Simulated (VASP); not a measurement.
# CdSe (Cadmoselite) (P6_3mc) in VASP: a series of runs

The runs below take CdSe (Cadmoselite) through relaxation of cell and atoms, relaxation of the atoms, with PBEsol, LDA, r2SCAN.

Everything below comes from runs of VASP 6.6.1. Logs are shortened: lines on timing, memory, paths and dates and some standing lists are left out, and cuts for length are marked.

**Experimental background.**

From a printed reference work, data compilation, for a bulk crystal of CdSe at 2 K: band gap 1.841 eV.

How close the calculation comes is told below.

### Step 1. The cell of the first run

Symmetry: P6_3mc, No. 186, hexagonal system. The conventional cell has a = 4.300 Å, b = 4.300 Å, c = 7.020 Å, α = 90.00°, β = 90.00°, γ = 120.00°. Cd (site symmetry 3m) has 4 Se at 2.61 to 2.70 Å within 3.4 Å. Se (site symmetry 3m) has 4 Cd at 2.61 to 2.70 Å within 3.4 Å.

### Step 2. Relaxation of cell and atoms, PBEsol

The input, INCAR:

```
SYSTEM = CdSe
PREC = Accurate ; ENCUT = 600
EDIFF = 1E-6 ; ISMEAR = -1
SIGMA = 0.02 ; LREAL = .FALSE.
LASPH = .TRUE. ; NELM = 100
ALGO = Normal ; ISIF = 3
LWAVE = .FALSE. ; LCHARG = .FALSE.
GGA = PS ; IBRION = 2
NSW = 80 ; EDIFFG = -0.01
```

The input, KPOINTS:

```
Automatic mesh
0
G
  6 6 4
  0 0 0
```

The input, POSCAR:

```
CdSe
1.0
    4.3000000000      0.0000000000      0.0000000000
   -2.1500000000      3.7239092400      0.0000000000
    0.0000000000      0.0000000000      7.0200000000
Cd Se
2 2
Direct
    0.3333333300      0.6666666700      0.0000000000
    0.6666666700      0.3333333300      0.5000000000
    0.3333333300      0.6666666700      0.3850000000
    0.6666666700      0.3333333300      0.8850000000
```

Potentials or basis: VASP PAW PBE potentials, release 64 (Cd, Se).

On the command line:

```bash
$ cat potpaw_PBE.64/Cd/POTCAR potpaw_PBE.64/Se/POTCAR > POTCAR
$ mpirun -np 1 vasp_std > vasp.out
```

OUTCAR:

```text
SYSTEM = CdSe
   PREC = Accurate
   ENCUT = 600
   EDIFF = 1E-6
   ISMEAR = -1
   LREAL = .FALSE.
   LASPH = .TRUE.
   NELM = 100
   ISIF = 3
   GGA = PS
   IBRION = 2
   NSW = 80
   EDIFFG = -0.01

 ion  position               nearest neighbor table
   1  0.333  0.667  0.000-   4 2.61   4 2.61   4 2.61   3 2.70
   2  0.667  0.333  0.500-   3 2.61   3 2.61   3 2.61   4 2.70
   3  0.333  0.667  0.385-   2 2.61   2 2.61   2 2.61   1 2.70
   4  0.667  0.333  0.885-   1 2.61   1 2.61   1 2.61   2 2.70

  LATTYP: Found a hexagonal cell.
 ALAT       =     4.3000000000
 C/A-ratio  =     1.6325581395

  Lattice vectors:

 A1 = (   4.3000000000,   0.0000000000,   0.0000000000)
 A2 = (  -2.1500000000,   3.7239092400,   0.0000000000)
 A3 = (   0.0000000000,   0.0000000000,   7.0200000000)

Analysis of symmetry for initial positions (statically):
=====================================================================
 Subroutine PRICEL returns:
 Original cell was already a primitive cell.

 Routine SETGRP: Setting up the symmetry group for a
 hexagonal supercell.

 Subroutine GETGRP returns: Found 12 space group operations
 (whereof  6 operations were pure point group operations)
 out of a pool of 24 trial point group operations.

The static configuration has the point symmetry C_3v.
 The point group associated with its full space group is C_6v.

Analysis of symmetry for dynamics (positions and initial velocities):
=====================================================================
 Subroutine PRICEL returns:
 Original cell was already a primitive cell.

 Routine SETGRP: Setting up the symmetry group for a
 hexagonal supercell.

 Subroutine GETGRP returns: Found 12 space group operations
 (whereof  6 operations were pure point group operations)
 out of a pool of 24 trial point group operations.

The dynamic configuration has the point symmetry C_3v.
 The point group associated with its full space group is C_6v.

 Subroutine INISYM returns: Found 12 space group operations
 (whereof  6 operations are pure point group operations),
 and found     1 'primitive' translations

----------------------------------------------------------------------------------------

                                     Primitive cell

  volume of cell :     112.4099

  direct lattice vectors                    reciprocal lattice vectors
     4.300000000  0.000000000  0.000000000     0.232558140  0.134267504  0.000000000
    -2.150000000  3.723909240  0.000000000     0.000000000  0.268535009  0.000000000
     0.000000000  0.000000000  7.020000000     0.000000000  0.000000000  0.142450142

  length of vectors
     4.300000000  4.300000003  7.020000000     0.268535009  0.268535009  0.142450142

  position of ions in fractional coordinates (direct lattice)
     0.333333330  0.666666670  0.000000000
     0.666666670  0.333333330  0.500000000
     0.333333330  0.666666670  0.385000000
     0.666666670  0.333333330  0.885000000

  ion indices of the primitive-cell ions
   primitive index   ion index
                 1           1
                 2           2
                 3           3
                 4           4

----------------------------------------------------------------------------------------

 KPOINTS: Automatic mesh

Automatic generation of k-mesh.
 Grid dimensions read from file:
 generate k-points for:    6    6    4

 Generating k-lattice:

  Cartesian coordinates                     Fractional coordinates (reciprocal lattice)
     0.038759690  0.022377917  0.000000000     0.166666667  0.000000000  0.000000000
     0.000000000  0.044755835  0.000000000     0.000000000  0.166666667  0.000000000
     0.000000000  0.000000000  0.035612536     0.000000000  0.000000000  0.250000000

  Length of vectors
     0.044755835  0.044755835  0.035612536

  Shift w.r.t. Gamma in fractional coordinates (k-lattice)
     0.000000000  0.000000000  0.000000000

 Subroutine IBZKPT returns following result:
 ===========================================

 Found     21 irreducible k-points:

 Following reciprocal coordinates:
            Coordinates               Weight
  0.000000  0.000000  0.000000      1.000000
  0.166667  0.000000  0.000000      6.000000
  0.333333  0.000000  0.000000      6.000000
  0.500000  0.000000  0.000000      3.000000
  0.166667  0.166667  0.000000      6.000000
  0.333333  0.166667  0.000000     12.000000
[... 13 lines left out ...]
  0.333333  0.166667  0.500000     12.000000
  0.333333  0.333333  0.500000      2.000000
   k-points           NKPTS =     21   k-points in BZ     NKDIM =     21   number of bands    NBANDS=     22
   number of dos      NEDOS =    301   number of ions     NIONS =      4
   total plane-waves  NPLWV =  72576
   dimension x,y,z NGX =    36 NGY =   36 NGZ =   56
   dimension x,y,z NGXF=    72 NGYF=   72 NGZF=  112
   ions per type =               2   2
   NGX,Y,Z   is equivalent  to a cutoff of  13.92, 13.92, 13.26 a.u.
   NGXF,Y,Z  is equivalent  to a cutoff of  27.84, 27.84, 26.52 a.u.
 SYSTEM =  CdSe
   PREC   = accura    normal or accurate (medium, high low for compatibility)
   ISTART =      0    job   : 0-new  1-cont  2-samecut
   ICHARG =      2    charge: 1-file 2-atom 10-const
   ISPIN  =      1    spin polarized calculation?
   LNONCOLLINEAR =      F non collinear calculations
   LSORBIT =      F    spin-orbit coupling
   LASPH  =      T    aspherical Exc in radial PAW
   ENCUT  =  600.0 eV  44.10 Ry    6.64 a.u.   8.59  8.59 14.02*2*pi/ulx,y,z
   NELM   =    100;   NELMIN=  2; NELMDL= -5     # of ELM steps
   EDIFF  = 0.1E-05   stopping-criterion for ELM
   LREAL  =      F    real-space projection
   EDIFFG = -.1E-01   stopping-criterion for IOM
   NSW    =     80    number of steps for IOM
   IBRION =      2    ionic relax: 0-MD 1-quasi-New 2-CG
   NFREE  =      1    steps in history (QN), initial steepest desc. (CG)
   ISIF   =      3    stress and relaxation
   ISYM   =      2    0-nonsym 1-usesym 2-fastsym
   POTIM  = 0.5000    time-step for ionic-motion
   TEBEG  =    0.0;   TEEND  =   0.0 temperature during run
   PSTRESS=    0.0 pullay stress
   NELECT =      36.0000    total number of electrons
   NUPDOWN=      -1.0000    fix difference up-down
   EMIN   =  10.00;   EMAX   =-10.00  energy-range for DOS
   EFERMI =   0.00;   METHOD = LEGACY
   ISMEAR =    -1;   SIGMA  =   0.02  broadening in eV -4-tet -1-fermi 0-gaus
   EFERMI_NEDOS =   21; number of points for ismear=-14 and -15
   IALGO  =     38    algorithm
   IMIX   =      4    mixing-type and parameters
     AMIX     =   0.40;   BMIX     =  1.00
     AMIX_MAG =   1.60;   BMIX_MAG =  1.00
  volume/ion in A,a.u.               =      28.10       189.64
  Fermi-wavevector in a.u.,A,eV,Ry     =   1.120059  2.116604 17.068937  1.254531
  Thomas-Fermi vector in A             =   2.256702
   LORBIT       =      0    0 simple, 1 ext, 2 COOP (PROOUT), +10 PAW based schemes
   GGA     = PS    functional components
   LHFCALC =     F    Hartree Fock is set to
   AEXX    =    0.0000 exact exchange contribution
   IVDW    =     0    specifies the selected vdW correction
   LEPSILON=     F    determine dielectric tensor
   LRPA    =     F    only Hartree local field effects (RPA)
 conjugate gradient relaxation of ions
 non-spin polarized calculation
  energy-cutoff  :      600.00
  volume of cell :      112.41
 maximum number of plane-waves:      3791
 NGX is ok and might be reduce to    36
   NGX = 17   NGY = 17   NGZ = 29

--------------------------------------- Ionic step        1  -------------------------------------------

 number of electron      35.9999991 magnetization

 Free energy of the ion-electron system (eV)
  ---------------------------------------------------
  ext. energy  EPLUGINS =         0.00000000
  ---------------------------------------------------
  free energy    TOTEN  =       -12.32730143 eV

  energy without entropy =      -12.32730143  energy(sigma->0) =      -12.32730143

------------------------ aborting loop because EDIFF is reached ----------------------------------------

  FORCE on cell =-STRESS in cart. coord.  units (eV):
  Direction    XX          YY          ZZ          XY          YZ          ZX
  --------------------------------------------------------------------------------------
  -------------------------------------------------------------------------------------
  Total        0.7723141      0.7723141     -0.5800790      0.0000000      0.0000000      0.0000000
  in kB       11.0077839     11.0077840     -8.2678591      0.0000000      0.0000000      0.0000000
  external PRESSURE =       4.5825696 kB  Pullay stress =       0.0000000 kB
[... 95 lines left out ...]
  FREE ENERGIE OF THE ION-ELECTRON SYSTEM (eV)
  ---------------------------------------------------
  free  energy   TOTEN  =       -12.3435099710 eV

  energy  without entropy=      -12.3435099518  energy(sigma->0) =      -12.34350996

[... ionic steps 4 to 7 ...]

--------------------------------------- Ionic step        8  -------------------------------------------

 number of electron      35.9999999 magnetization

------------------------ aborting loop because EDIFF is reached ----------------------------------------

  FORCE on cell =-STRESS in cart. coord.  units (eV):
  Direction    XX          YY          ZZ          XY          YZ          ZX
  --------------------------------------------------------------------------------------
  -------------------------------------------------------------------------------------
  Total        0.0500326      0.0500326     -0.0091532      0.0000000      0.0000000      0.0000000
  in kB        0.7088808      0.7088808     -0.1296858      0.0000000      0.0000000      0.0000000
  external PRESSURE =       0.4293586 kB  Pullay stress =       0.0000000 kB
[... 61 lines left out ...]
  energy  without entropy=      -12.3472505073  energy(sigma->0) =      -12.34725052

--------------------------------------- Ionic step       10  -------------------------------------------

 number of electron      35.9999999 magnetization

 Free energy of the ion-electron system (eV)
  ---------------------------------------------------
  ext. energy  EPLUGINS =         0.00000000
  ---------------------------------------------------
  free energy    TOTEN  =       -12.34727141 eV

  energy without entropy =      -12.34727139  energy(sigma->0) =      -12.34727140

 E-fermi :   1.0426     XC(G=0):  -9.0632

 val. band max:        0.7715303402   @ k =   0.0000   0.0000   0.0000
 cond. band min:       1.2990215887   @ k =   0.0000   0.0000   0.0000
 fundamental gap:      0.5274912485
 Fermi energy:         1.0426421690

 k-point     1 :       0.0000    0.0000    0.0000
  band No.  band energies     occupation
      1     -11.8258      2.00000
      2     -11.4455      2.00000
      3      -7.1179      2.00000
      4      -7.1110      2.00000
      5      -7.1110      2.00000
      6      -7.0436      2.00000
[... 545 lines left out ...]
  FREE ENERGIE OF THE ION-ELECTRON SYSTEM (eV)
  ---------------------------------------------------
  free  energy   TOTEN  =       -12.3472714067 eV

  energy  without entropy=      -12.3472713852  energy(sigma->0) =      -12.34727140

 reached required accuracy - stopping structural energy minimisation
```

Wall time 2.4 min (1 thread of Intel Xeon 6975P-C (Granite Rapids), shared host); peak memory 0.3 GiB.

Results:

* Free energy: -12.3473 eV
* Relaxed volume: 28.30 Å³/atom
* Relaxed cell: a = 4.311 Å, b = 4.311 Å, c = 7.033 Å, α = 90.00°, β = 90.00°, γ = 120.00°
* Space group after relaxing (to 0.05 Å): P6_3mc (No. 186)
* Energy gained by relaxing: 5.0 meV/atom
* Ionic steps: 10
* Pressure after relaxing: 0.0 GPa
* Band gap on the k mesh: 0.53 eV, direct

Step by step:
```
step  energy change (eV)  largest force (eV/Å)  pressure (GPa)  volume (Å³)
   1              0.0000                0.2754            0.46       112.41
   2             -0.0162                0.0627           -0.26       113.71
   3             -0.0162                0.0677           -0.23       113.68
   4             -0.0175                0.0384            0.03       113.10
   5             -0.0177                0.0246            0.16       112.83
   6             -0.0188                0.0202            0.13       112.91
   7             -0.0199                0.0082            0.04       113.09
   8             -0.0199                0.0089            0.04       113.08
   9             -0.0199                0.0055           -0.05       113.27
  10             -0.0200                0.0013            0.01       113.19
```

Final structure:
```xyz
4
Lattice="4.3109 0.0000 0.0000 -2.1554 3.7333 0.0000 0.0000 0.0000 7.0328" Properties=species:S:1:pos:R:3 pbc="T T T"
Cd    0.0000    2.4889    0.0324
Cd    2.1554    1.2444    3.5488
Se    0.0000    2.4889    2.6752
Se    2.1554    1.2444    6.1916
```

Caveat: the PAW data sets were made with another functional, which shifts forces and pressure a little. Zero-point motion and thermal expansion aren't in these numbers.

### Step 3. Relaxation of cell and atoms, LDA

The input, INCAR:

```
SYSTEM = CdSe
PREC = Accurate
ENCUT = 600
EDIFF = 1E-7
ISMEAR = -1
SIGMA = 0.02
LREAL = .FALSE.
LASPH = .TRUE.
NELM = 80
ALGO = Normal
ISIF = 3
LWAVE = .FALSE.
LCHARG = .FALSE.
IBRION = 2
NSW = 80
EDIFFG = -0.01
```

KPOINTS is that of step 2.

POSCAR is that of step 2.

Potentials or basis: VASP PAW LDA potentials, release 64 (Cd, Se).

On the command line:

```bash
$ cat potpaw_LDA.64/Cd/POTCAR potpaw_LDA.64/Se/POTCAR > POTCAR
$ mpirun -np 1 vasp_std > vasp.out
```

Wall time 2.4 min (1 thread of Intel Xeon 6975P-C (Granite Rapids), shared host); peak memory 0.25 GiB.

Results (log left out):

- Free energy: -13.5146 eV
- Relaxed volume: 27.32 Å³/atom
- Relaxed cell: a = 4.259 Å, b = 4.259 Å, c = 6.958 Å, α = 90.00°, β = 90.00°, γ = 120.00°
- Space group after relaxing (to 0.05 Å): P6_3mc (No. 186)
- Energy gained by relaxing: 8.4 meV/atom
- Ionic steps: 9
- Pressure after relaxing: 0.0 GPa
- Largest force after relaxing: 0.004 eV/Å
- Band gap on the k mesh: 0.48 eV, direct

Forces on the atoms (eV/Å):
```
Cd   0.000  0.000  0.004
Cd   0.000  0.000  0.004
Se   0.000  0.000 -0.004
Se   0.000  0.000 -0.004
```

Step by step:
| step | energy change (eV) | largest force (eV/Å) | pressure (GPa) | volume (Å³) |
| --- | --- | --- | --- | --- |
| 1 | 0.0000 | 0.2665 | -1.42 | 112.41 |
| 2 | -0.0284 | 0.0851 | 0.48 | 108.41 |
| 3 | -0.0288 | 0.1087 | 0.26 | 108.81 |
| 4 | -0.0307 | 0.0361 | 0.00 | 109.29 |
| 5 | -0.0308 | 0.0252 | -0.04 | 109.36 |
| 6 | -0.0319 | 0.0229 | -0.07 | 109.43 |
| 7 | -0.0333 | 0.0140 | -0.18 | 109.64 |
| 8 | -0.0333 | 0.0062 | 0.20 | 108.90 |
| 9 | -0.0336 | 0.0045 | 0.00 | 109.29 |

Final structure:
```
Cd Se
1.0
     4.25869    0.00000    0.00000
    -2.12935    3.68813    0.00000
     0.00000    0.00000    6.95816
Cd Se
2 2
Cartesian
  0.0000 2.4588 0.0332
  2.1293 1.2294 3.5123
  0.0000 2.4588 2.6457
  2.1293 1.2294 6.1248
```

Levels at points of the mesh, in eV from the valence-band top:
```csv
k point,band 14,band 15,band 16,band 17,band 18,band 19,band 20,band 21,band 22
"(0.00, 0.00, 0.00)",-0.82,-0.82,-0.06,0.00,0.00,0.48,2.04,5.72,5.72
"(0.50, 0.00, 0.00)",-3.86,-2.86,-1.99,-1.46,-0.82,3.09,3.15,4.58,6.07
"(0.00, 0.00, 0.50)",-2.83,-0.43,-0.43,-0.43,-0.43,2.23,2.23,5.72,5.72
"(0.50, 0.00, 0.50)",-4.46,-1.47,-1.47,-1.45,-1.45,2.74,2.74,4.71,4.71
```

LDA usually gives volumes a few per cent too small. Zero-point motion and thermal expansion aren't in these numbers.

### Step 4. Relaxation of cell and atoms, r2SCAN

POSCAR is that of step 3.

The input, INCAR.step1:

```
SYSTEM = CdSe
PREC     = Accurate       ! precision mode
ENCUT    = 600            ! plane-wave cutoff, eV
ISMEAR   = -1             ! smearing method
SIGMA    = 0.02           ! smearing width, eV
LREAL    = .False.        ! projectors in reciprocal space
LASPH    = .True.         ! aspherical terms in the spheres
NELM     = 60             ! most SCF steps
GGA      = PE             ! functional
ALGO     = Normal         ! electronic algorithm
EDIFF    = 1E-4           ! SCF threshold, eV
LWAVE    = .True.         ! write WAVECAR
LCHARG   = .False.        ! write CHGCAR
```

The input, INCAR.step2:

```
SYSTEM = CdSe
PREC     = Accurate       ! precision mode
ENCUT    = 600            ! plane-wave cutoff, eV
EDIFF    = 1E-6           ! SCF threshold, eV
ISMEAR   = -1             ! smearing method
SIGMA    = 0.02           ! smearing width, eV
LREAL    = .False.        ! projectors in reciprocal space
LASPH    = .True.         ! aspherical terms in the spheres
NELM     = 60             ! most SCF steps
ALGO     = Normal         ! electronic algorithm
ISIF     = 3              ! what is computed and relaxed
LWAVE    = .False.        ! write WAVECAR
LCHARG   = .False.        ! write CHGCAR
METAGGA  = R2SCAN         ! meta-GGA
LMIXTAU  = .True.       
IBRION   = 2              ! ionic algorithm
NSW      = 80             ! ionic steps
EDIFFG   = -0.01          ! ionic threshold
ISTART   = 1
```

The input, KPOINTS:

```
regular mesh
0
Gamma
  6 6 4
  0 0 0
```

Potentials or basis: VASP PAW PBE potentials, release 64 (Cd, Se).

On the command line:

```bash
$ cat potpaw_PBE.64/Cd/POTCAR potpaw_PBE.64/Se/POTCAR > POTCAR
$ cp INCAR.step1 INCAR
$ mpirun -np 1 vasp_std > vasp.out
$ cp INCAR.step2 INCAR
$ mpirun -np 1 vasp_std > vasp.out
```

It took 8.7 min on 1 thread of Intel Xeon 6975P-C (Granite Rapids), shared host; peak memory 0.32 GiB.

It converged, with:

```
Free energy                            : -71.8300 eV
Relaxed volume                         : 28.99 Å³/atom
Relaxed cell                           : a = 4.348 Å, b = 4.348 Å, c = 7.083 Å, α = 90.00°, β = 90.00°, γ = 120.00°
Space group after relaxing (to 0.05 Å) : P6_3mc (No. 186)
Energy gained by relaxing              : 9.5 meV/atom
Ionic steps                            : 7
Pressure after relaxing                : 0.0 GPa
Band gap on the k mesh                 : 1.08 eV, direct
```

Step by step:
| step | energy change (eV) | largest force (eV/Å) | pressure (GPa) | volume (Å³) |
| --- | --- | --- | --- | --- |
| 1 | 0.0000 | 0.2867 | 1.80 | 112.41 |
| 2 | -0.0307 | 0.0444 | -0.72 | 117.61 |
| 3 | -0.0337 | 0.0979 | -0.19 | 116.35 |
| 4 | -0.0353 | 0.0508 | -0.01 | 115.94 |
| 5 | -0.0355 | 0.0268 | 0.07 | 115.74 |
| 6 | -0.0365 | 0.0194 | 0.05 | 115.80 |
| 7 | -0.0379 | 0.0017 | -0.02 | 115.96 |

Final structure:
```xyz
4
Lattice="4.3479 0.0000 0.0000 -2.1739 3.7654 0.0000 0.0000 0.0000 7.0831" Properties=species:S:1:pos:R:3 pbc="T T T"
Cd    0.0000    2.5102    0.0318
Cd    2.1739    1.2551    3.5733
Se    0.0000    2.5102    2.6952
Se    2.1739    1.2551    6.2368
```

Levels at points of the mesh, in eV from the valence-band top:
```tsv
k point	band 15	band 16	band 17	band 18	band 19	band 20	band 21	band 22
(0.00, 0.00, 0.00)	-0.73	-0.04	0.00	0.00	1.08	2.63	6.37	6.37
(0.50, 0.00, 0.00)	-2.56	-1.79	-1.27	-0.72	3.62	3.70	5.10	6.54
(0.00, 0.00, 0.50)	-0.38	-0.38	-0.38	-0.38	2.77	2.77	6.26	6.26
(0.50, 0.00, 0.50)	-1.30	-1.30	-1.30	-1.30	3.33	3.33	5.27	5.27
```

Caveat: the PAW data sets were made with another functional, which shifts forces and pressure a little.

(Part 1 of 2 ends here.)
